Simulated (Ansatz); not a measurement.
# SiRu: vibrations at Γ and dielectric response

How strongly does SiRu in the database structure screen an electric field, and what charges do its ions carry when they move? Which modes has it at Γ?

The runs shown are made with Ansatz 0.2.0. Linear response, PAW datasets, plane waves. Calculated at 0 K for a non-magnetic cell.

### Step 1. Starting point

The cell was relaxed beforehand with PBEsol.

It is cubic, P2_13 (No. 198); a = 4.689 Å in the conventional setting, 12.89 Å³ an atom. Si has 7 Ru at 2.38–2.68 Å; Ru has 7 Si at 2.38–2.68 Å.

Coordinates:

```cif
data_structure
_symmetry_space_group_name_H-M 'P2_13'
_symmetry_Int_Tables_number 198
_cell_length_a 4.6895
_cell_length_b 4.6895
_cell_length_c 4.6895
_cell_angle_alpha 90.000
_cell_angle_beta 90.000
_cell_angle_gamma 90.000
_cell_volume 103.13
loop_
_atom_site_label
_atom_site_type_symbol
_atom_site_symmetry_multiplicity
_atom_site_Wyckoff_symbol
_atom_site_fract_x
_atom_site_fract_y
_atom_site_fract_z
_atom_site_occupancy
Si1 Si 4 a 0.16175 0.33825 0.66175 1
Ru1 Ru 4 a 0.86894 0.63106 0.36894 1
```

### Step 2. Zone-centre modes, PBEsol

input.yaml

```yaml
crystal:
  lattice:
    - [4.6894853472, 0.0, 0.0]
    - [0.0, 4.6894853472, 0.0]
    - [0.0, 0.0, 4.6894853472]
  atoms:
    - { symbol: Si, position: [0.1617496242, 0.3382503758, 0.6617496242] }
    - { symbol: Si, position: [0.3382503758, 0.6617496242, 0.1617496242] }
    - { symbol: Si, position: [0.6617496242, 0.1617496242, 0.3382503758] }
    - { symbol: Si, position: [0.8382503758, 0.8382503758, 0.8382503758] }
    - { symbol: Ru, position: [0.8689438493, 0.6310561507, 0.3689438493] }
    - { symbol: Ru, position: [0.6310561507, 0.3689438493, 0.8689438493] }
    - { symbol: Ru, position: [0.3689438493, 0.8689438493, 0.6310561507] }
    - { symbol: Ru, position: [0.1310561507, 0.1310561507, 0.1310561507] }
kpoints:
  mp_grid: { grid: [4, 4, 4] }
hamiltonian:
  xc: pbesol
scf:
  occupations: { method: fixed }
phonons:
  method: dfpt
  dielectric: true
  qpoints: [[0, 0, 0]]
  rigid_motions: translations
```

Started as:

```bash
> ansatz run input.yaml --threads 2 --pin off --max-ram 29491MiB --backend cpu --events-out ev --progress --plain --runs-dir out
```

What it wrote:

```text
Engine: ansatz 0.2.0, x86_64-unknown-linux-gnu
Pseudopotentials: kind: paw
Pseudopotential: Si, paw, valence charge 4, recommended cutoff 420 eV (normal), Si.paw.azcp
Pseudopotential: Ru, paw, valence charge 16, recommended cutoff 420 eV (normal), Ru.paw.azcp
Functional definition: PBEsol
  exchange = pbesol_x
  correlation = pbesol_c
Crystal: 8 atoms, lattice volume = 103.128 Å³
Basis set: ecut = 420 eV, 2007 PW (Γ), exchange–correlation on 64×64×64 points (8 copies of the dense FFT grid, shifted against one another)
Bands: 48, of which v1, the nominal top of the filled ones, is band 40 counted from 1 (39 counted from 0)
Symmetry: 12 space group operations
k-points: 36 of 64 (irreducible under 1 space group operation, time reversal used)
Non-local potential: Si, projectors of the file, l = 0: 2, l = 1: 2, l = 2: 2
Non-local potential: Ru, projectors of the file, l = 0: 3, l = 1: 2, l = 2: 2, l = 3: 1
PAW form: soft (Blöchl's): semilocal exchange-correlation on the pseudo side does not see the compensation charge
PAW frozen core: Si, regenerated for the run's functional, and the local potential with it (the file was generated under x = pbe(κ = 0.804, μ = 0.2195149727645171), c = pbe(β = 0.06672455060314922))
PAW frozen core: Ru, regenerated for the run's functional, and the local potential with it (the file was generated under x = pbe(κ = 0.804, μ = 0.2195149727645171), c = pbe(β = 0.06672455060314922))
PAW one-centre angular grid: Si, 110 points (default); XC on 64 Gauss nodes
PAW one-centre angular grid: Ru, 590 points (default); XC on 64 Gauss nodes
Initial density: superposition of atomic densities (neutral atoms: chi_scale 0, normalization atom), corrected by the library's trained network
Initial wavefunctions: pseudopotential atomic-orbital guess
Functional: x = pbesol(κ = 0.804, μ = 0.12345679012345678), c = pbesol(β = 0.046)
SCF iter   1: F=—  HF=-25757.653573 eV  |F-HF|=—  |Δ(HF+E_count)|=         —  Δρ=1.18e-2  dr2=9.06e-2  ethr=1.77e-3  ⟨swp⟩=4.1  Hψ=5578  notcnv=0  defer=213
preconditioner: auto → Resta (q_TF=auto, 2.615 Å⁻¹)  ε∞=14.6  [insulator: Δε(μ)=0.279 eV  Ē_g=6.867 eV  n_scr=26 (ndim 8)  ℏωp=25.3 eV  f_vac=0.000  ε∞_Penn≈14.6]
SCF iter   2: F=—  HF=-25757.633334 eV  |F-HF|=—  |Δ(HF+E_count)|=   2.02e-2  Δρ=4.83e-3  dr2=9.65e-3  ethr=1.13e-4  ⟨swp⟩=2.9  Hψ=3369  notcnv=0  defer=213
SCF iter   3: F=—  HF=-25757.631590 eV  |F-HF|=—  |Δ(HF+E_count)|=   1.74e-3  Δρ=1.87e-3  dr2=1.83e-3  ethr=1.21e-5  ⟨swp⟩=2.9  Hψ=3030  notcnv=0  defer=213
SCF iter   4: F=—  HF=-25757.631229 eV  |F-HF|=—  |Δ(HF+E_count)|=   3.61e-4  Δρ=2.71e-4  dr2=5.60e-5  ethr=2.28e-6  ⟨swp⟩=2.6  Hψ=2733  notcnv=0  defer=213
SCF iter   5: F=—  HF=-25757.631214 eV  |F-HF|=—  |Δ(HF+E_count)|=   1.50e-5  Δρ=4.58e-5  dr2=1.88e-6  ethr=7.00e-8  ⟨swp⟩=2.0  Hψ=2484  notcnv=0  defer=95
SCF iter   6: F=—  HF=-25757.631220 eV  |F-HF|=—  |Δ(HF+E_count)|=   5.27e-6  Δρ=9.72e-6  dr2=7.23e-8  ethr=2.35e-9  ⟨swp⟩=2.1  Hψ=2914  notcnv=0  defer=86
SCF iter   7: F=—  HF=-25757.631220 eV  |F-HF|=—  |Δ(HF+E_count)|=   1.01e-8  Δρ=1.06e-6  dr2=7.05e-10  ethr=9.04e-11  ⟨swp⟩=2.0  Hψ=2497  notcnv=0  defer=86
SCF iter   8: F=-25757.631220 eV  HF=-25757.631220 eV  |F-HF|=1.46e-11  |Δ(HF+E_count)|=  4.37e-11  Δρ=2.80e-7  dr2=3.56e-11  ethr=1.00e-12  ⟨swp⟩=13.1  Hψ=10481  notcnv=0
SCF 1 converged in 8 iterations: F = -25757.631220 eV  dr2 = 3.56e-11
NSCF: frozen V_eff on 36 k-points
NSCF: frozen V_eff on 24 k-points
DFPT response loops at Γ: preconditioner auto → Resta (q_TF=auto, 2.615 Å⁻¹)  ε∞=15.6 (no band partly filled); β = 1.00, the filter's whole step (`scf.mixing.beta` (0.50) is not read by the response loops at its default; to damp them type it under 1.00, their step now; it binds the ground state too); Broyden in place of MSR1
── the response to a field inside a basis, on 10×10×10 k-points: an SCF that follows is theirs, and a resumed run solves both again ──
Bands: 41, of which v1, the nominal top of the filled ones, is band 40 counted from 1 (39 counted from 0)
k-points: 45 of 1000 (time reversal used)
Initial density: handed on by an earlier stage of this run
Initial wavefunctions: pseudopotential atomic-orbital guess (no wavefunctions were taken with the density)
Eigensolver: Dense (45 Hₖ)
SCF iter   1: F=—  HF=-25757.370464 eV  |F-HF|=—  |Δ(HF+E_count)|=         —  Δρ=4.87e-4  dr2=7.01e-5  ethr=1.00e-1
preconditioner: auto → Resta (q_TF=auto, 2.615 Å⁻¹)  ε∞=30.0  [insulator: Δε(μ)=0.250 eV  Ē_g=4.707 eV  n_scr=26 (ndim 8)  ℏωp=25.3 eV  f_vac=0.000  ε∞_Penn≈30.0]
SCF iter   2: F=—  HF=-25757.370448 eV  |F-HF|=—  |Δ(HF+E_count)|=   1.63e-5  Δρ=2.57e-4  dr2=2.11e-5  ethr=8.77e-8
SCF iter   3: F=—  HF=-25757.370443 eV  |F-HF|=—  |Δ(HF+E_count)|=   4.92e-6  Δρ=2.59e-5  dr2=5.82e-7  ethr=2.64e-8
SCF iter   4: F=—  HF=-25757.370443 eV  |F-HF|=—  |Δ(HF+E_count)|=   1.46e-7  Δρ=1.06e-5  dr2=1.30e-7  ethr=7.27e-10
SCF iter   5: F=-25757.370443 eV  HF=-25757.370443 eV  |F-HF|=1.99e-9  |Δ(HF+E_count)|=   3.01e-8  Δρ=2.43e-6  dr2=4.41e-9  ethr=1.62e-10
SCF 1 converged in 5 iterations: F = -25757.370443 eV  dr2 = 4.41e-9
DFPT response loops at Γ: preconditioner auto → Resta (q_TF=auto, 2.615 Å⁻¹)  ε∞=15.5 (no band partly filled); β = 1.00, the filter's whole step (`scf.mixing.beta` (0.50) is not read by the response loops at its default; to damp them type it under 1.00, their step now; it binds the ground state too); Broyden in place of MSR1
WARN: field response: inside a basis, on 10×10×10 points, no mesh in reach settles it: take ε∞, Z* and everything formed from them with what they may err, as stated (eps_inf_uncertainty, zstar_uncertainty_e), and compare with field_mesh: kpoints on a denser kpoints.mp_grid
WARN: field response: ε∞ stands inside a basis, on 10×10×10 points; the force constants stand on the 4×4×4 k-mesh, whose period is 8.09 times the interband length at k = (0.0000, 0.2500, 0.2500), direct gap 0.349 eV, under 14: take them and everything formed from them as unconverged, and compare with a denser kpoints.mp_grid
SCF converged after 8 iterations
Free energy (F): -25757.631220 eV
Harris-Foulkes:  -25757.631220 eV  (|F-HF|=1.46e-11)
Internal energy: -25757.631220 eV  (E = F + TS)
E sigma→0 (E₀):  -25757.631220 eV
Fermi energy:    18.293581 eV
--- Per-component energies (eV) ---
  E_band       = -345.590604
  E_kinetic    = 2247.151924
  E_local      = -6958.434028  (includes V_loc(G=0)·N_el)
  E_nonlocal   = 1481.857645
  E_hartree    = 2472.356223
  E_xc         = -988.947861
  E_vxc        = -1158.420855  (∫ρ·V_xc dr)
  E_paw        = -15595.600816  (= ΣΔE_a)
  E_vpaw       = -902.457158  (= ΣTr[D̂ρ^β])
  E_aug_tail   = -0.000691  (compensation charges beyond the density's cutoff)
  E_ewald      = -8417.153042
  E_core_change = 1.139427  (= ΣΔE_core)
  E_smearing   = -0.000000  (= −TS)
  E_closure    = 0.000000  (closes the sum)
  Σ components = -25757.631220   (vs F -25757.631220, Δ=0.00e0)
--- Band table (eV; the first three rows and the last of 36) ---
  k-point 0: bands = ["-54.3060", "-54.2529", "-54.2529", "-54.2529", "-24.5800", "-24.5800", "-24.5800", "-24.4003", "-24.4003", "-24.4003", "-24.3912", "-24.2348", "-24.2348", "-24.1682", "-24.1682", "-24.1682", "5.7134", "9.8848", "9.8848", "9.8848", "12.8170", "12.8170", "12.8170", "13.6774", "13.7116", "13.7116", "13.7116", "14.5533", "14.5533", "14.5729", "14.5729", "14.5729", "15.8536", "15.8536", "15.8536", "17.8298", "17.8298", "17.8298", "18.0139", "18.0139", "19.3729", "19.3729", "19.3729", "21.5281", "21.5281", "21.5281", "22.8577", "22.8577"]
  k-point 1: bands = ["-54.3000", "-54.2669", "-54.2511", "-54.2467", "-24.6088", "-24.5901", "-24.5274", "-24.4414", "-24.4280", "-24.4044", "-24.3311", "-24.2315", "-24.2131", "-24.1853", "-24.1812", "-24.1657", "6.1607", "8.8098", "9.9719", "10.5268", "11.8457", "13.0148", "13.1818", "13.3223", "13.4615", "13.9134", "14.3848", "14.4430", "14.5791", "14.5952", "14.8177", "14.9339", "15.5520", "15.9969", "16.2208", "16.9561", "17.3604", "17.7766", "18.0174", "18.2936", "18.8024", "19.0773", "20.2161", "21.0941", "21.3335", "21.8585", "22.0401", "22.9293"]
  k-point 2: bands = ["-54.2848", "-54.2848", "-54.2475", "-54.2475", "-24.6077", "-24.6077", "-24.4728", "-24.4728", "-24.4371", "-24.4371", "-24.2602", "-24.2602", "-24.1961", "-24.1961", "-24.1811", "-24.1811", "7.3591", "7.3591", "10.2935", "10.2935", "12.1262", "12.1262", "13.4804", "13.4804", "13.8517", "13.8517", "14.4441", "14.4441", "14.6407", "14.6407", "15.2363", "15.2363", "15.6724", "15.6724", "16.1917", "16.1917", "17.4149", "17.4149", "18.1773", "18.1773", "18.6097", "18.6097", "20.6281", "20.6281", "21.1712", "21.1712", "23.2639", "23.2639"]
  k-point 35: bands = ["-54.2661", "-54.2661", "-54.2661", "-54.2661", "-24.5625", "-24.5625", "-24.5625", "-24.5625", "-24.3521", "-24.3521", "-24.3521", "-24.3521", "-24.1642", "-24.1642", "-24.1642", "-24.1642", "9.2293", "9.2293", "9.2293", "9.2293", "12.0334", "12.0334", "12.0334", "12.0334", "14.1256", "14.1256", "14.1256", "14.1256", "14.3015", "14.3015", "14.3015", "14.3015", "16.8164", "16.8164", "16.8164", "16.8164", "17.2286", "17.2286", "17.2286", "17.2286", "19.0099", "19.0099", "19.0099", "19.0099", "22.6169", "22.6169", "22.6169", "22.6169"]
--- Phonons (Γ-DFPT): 2 representative perturbations + reference, on 36 of 64 k-points (Σ response iterations 7) ---
  k mesh reduced under 1 symmetry operation, with k and −k counted as one. Each operation leaves every solved perturbation unchanged. A smaller set is not considered because the run solves the response to a homogeneous field
  ASR residual: 2.124e-5 → 0.000e0 eV/Å²; symmetrization residual: 6.970e-6 eV/Å²
  ASR residual per site (eV/Å²): 2.12e-5 2.12e-5 2.12e-5 2.12e-5 1.70e-5 1.70e-5 1.70e-5 1.70e-5
  Γ frequencies (cm⁻¹): 0.00 0.00 0.00 163.27 169.15 169.15 193.95 193.95 193.95 259.66 259.66 259.66 304.52 304.52 304.52 306.04 306.04 323.79 323.79 323.79 404.36 445.29 445.29 445.29
  ε∞ (high-frequency dielectric tensor):
       47.872068     0.000000    -0.000000
        0.000000    47.872068     0.000000
       -0.000000     0.000000    47.872068
  ε⁰ (static dielectric tensor: ions relaxed, cell fixed):
       64.358536     0.000000    -0.000000
        0.000000    64.358536     0.000000
       -0.000000     0.000000    64.358536
  ε⁰ − ε∞ (ionic part):
       16.486467     0.000000    -0.000000
        0.000000    16.486467     0.000000
       -0.000000     0.000000    16.486467
  softest optical mode at Γ: 163.27 cm⁻¹; the repairs (sum rule, projections) moved no ω² at Γ by more than (1.44 cm⁻¹)²
  Born effective charges Z* (e; rows j = field, columns β = displacement):
    site 0:
         4.35018   -0.34381   -0.21790
         0.21790    4.35018   -0.34381
         0.34381    0.21790    4.35018
    site 1:
         4.35018   -0.34381    0.21790
         0.21790    4.35018    0.34381
        -0.34381   -0.21790    4.35018
    site 2:
         4.35018    0.34381    0.21790
        -0.21790    4.35018   -0.34381
        -0.34381    0.21790    4.35018
    site 3:
         4.35018    0.34381   -0.21790
        -0.21790    4.35018    0.34381
         0.34381   -0.21790    4.35018
    site 4:
        -4.35018   -0.62464    0.19343
        -0.19343   -4.35018   -0.62464
         0.62464   -0.19343   -4.35018
    site 5:
        -4.35018   -0.62464   -0.19343
        -0.19343   -4.35018    0.62464
        -0.62464    0.19343   -4.35018
    site 6:
        -4.35018    0.62464   -0.19343
         0.19343   -4.35018   -0.62464
        -0.62464   -0.19343   -4.35018
    site 7:
        -4.35018    0.62464    0.19343
         0.19343   -4.35018    0.62464
         0.62464    0.19343   -4.35018
  Z* charge neutrality: 2.041e-2 e pre-enforcement
  solved inside a basis spanned on kpoints, on 10×10×10 k-points, which do not settle them: ε∞ is read to err by 4.8e-1, Z* by 7.0e-2 e (field_mesh: kpoints solves on kpoints); Z* is corrected for what the basis lacks
  optical modes at Γ without the LO–TO term, one row a degenerate level:
      ω (cm⁻¹)  modes    IR ((D/Å)²/amu)
        163.27      1             0.0000
        169.15      2             0.0000
        193.95      3            14.2380
        259.66      3             0.0243
        304.52      3           108.2667
        306.04      2             0.0000
        323.79      3            54.8750
        404.36      1             0.0000
        445.29      3            63.7820
  optical modes at Γ + LO–TO along q̂ = [1.0000, 0.0000, 0.0000]:
      ω (cm⁻¹)  modes    IR ((D/Å)²/amu)
        163.27      1             0.0000
        169.15      2             0.0000
        193.95      2             9.4920
        197.51      1             2.1863
        259.66      2             0.0162
        259.66      1             0.0024
        304.52      2            72.1778
        306.04      2             0.0000
        314.83      1             3.7008
        323.79      2            36.5833
        346.43      1            40.5504
        404.36      1             0.0000
        445.29      2            42.5213
        458.32      1            33.9554
  optical modes at Γ + LO–TO along q̂ = [0.0000, 1.0000, 0.0000]:
      ω (cm⁻¹)  modes    IR ((D/Å)²/amu)
        163.27      1             0.0000
        169.15      2             0.0000
        193.95      2             9.4920
        197.51      1             2.1863
        259.66      2             0.0162
        259.66      1             0.0024
        304.52      2            72.1778
        306.04      2             0.0000
        314.83      1             3.7008
        323.79      2            36.5833
        346.43      1            40.5504
        404.36      1             0.0000
        445.29      2            42.5213
        458.32      1            33.9554
  optical modes at Γ + LO–TO along q̂ = [0.0000, 0.0000, 1.0000]:
      ω (cm⁻¹)  modes    IR ((D/Å)²/amu)
        163.27      1             0.0000
        169.15      2             0.0000
        193.95      2             9.4920
        197.51      1             2.1863
        259.66      2             0.0162
        259.66      1             0.0024
        304.52      2            72.1778
        306.04      2             0.0000
        314.83      1             3.7008
        323.79      2            36.5833
        346.43      1            40.5504
        404.36      1             0.0000
        445.29      2            42.5213
        458.32      1            33.9554
--- Phonons (arbitrary-q DFPT): 1 explicit q-point ---
  q = [0, 0, 0] (of the zone-centre solve; hermiticity 7.67e-7, symmetrization 5.40e-14): -0.00 -0.00 -0.00 163.27 169.15 169.15 193.95 193.95 193.95 259.66 259.66 259.66 304.52 304.52 304.52 306.04 306.04 323.79 323.79 323.79 404.36 445.29 445.29 445.29
  sum rule: each row above includes the acoustic sum rule's correction from the zone centre's row sums; it moved no ω² by more than (0.64 cm⁻¹)²
```

Wall time 88 s (2 threads of AMD EPYC 7R13 (Zen 3), shared host); peak memory 1.2 GiB.

The clamped-ion dielectric constant is 47.87. Mean Born charges: Si +4.35, Ru -4.35 e.

The program warns that the k mesh is too coarse for part of the response (see the log: field response or force constants), so values formed from that part, frequencies included, are not converged.

The optical modes at Γ (transverse set):

```tsv
frequency (cm⁻¹)	modes	IR strength ((D/Å)²/amu)	IR active
163	1	0.00	no
169	2	0.00	no
194	3	14.24	yes
260	3	0.02	yes
305	3	108.27	yes
306	2	0.00	no
324	3	54.88	yes
404	1	0.00	no
445	3	63.78	yes
```

IR line (cm⁻¹) (relative intensity): 194 (13), 305 (100), 324 (51), 445 (59)

[end of part 1 of 2]
